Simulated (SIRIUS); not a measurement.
## Ta: equation of state with PBE

**What was measured.**

From “Pressure effects on the electronic structure and superconductivity of (TaNb)0.67(HfZrTi)0.33 high entropy alloy”, 2019, arxiv:1910.08312, for a bulk crystal of Ta: bulk modulus 194 GPa.

Ta:

```xyz
1
Lattice="-1.6513 1.6513 1.6513 1.6513 -1.6513 1.6513 1.6513 1.6513 -1.6513" Properties=species:S:1:pos:R:3 pbc="T T T"
Ta    0.0000    0.0000    0.0000
```

```
Program             : SIRIUS 7.12.0
Task                : equation of state
Functional          : PBE
Potentials or basis : all-electron FP-LAPW
Cutoff              : 170 eV
Basis               : apw+lo standard
k mesh              : 11 × 11 × 11
Occupations         : fermi-dirac, width 0.05 eV
Spin                : no spin polarisation
```

```json
{
 "Equilibrium volume": "18.24 Å³/atom",
 "Bulk modulus": "193 GPa",
 "Pressure derivative of the bulk modulus": "4.3 (rough: it moves with the points fitted)"
}
```

Energy against volume, from the lowest point:
```csv
volume (Å³/atom),energy (meV/atom)
16.930,63.77
17.290,31.93
17.650,11.48
18.010,1.05
18.371,0.00
18.731,7.26
19.091,21.73
```

All runs of the series together: 4.8 min on 1 thread of Arm Neoverse V1, on a shared host.

Against the measured bulk modulus of Ta, 194 GPa (quoted in “Pressure effects on the electronic structure and superconductivity of (TaNb)0.67(HfZrTi)0.33 high entropy alloy”, 2019, arxiv:1910.08312), the calculated 193 GPa is off by -0.3 %. The fit is for a static lattice scaled at fixed shape and fixed fractional positions.

The run has no spin-orbit coupling, so splittings on Ta are missing. PBE usually gives volumes a little too large and moduli too small.
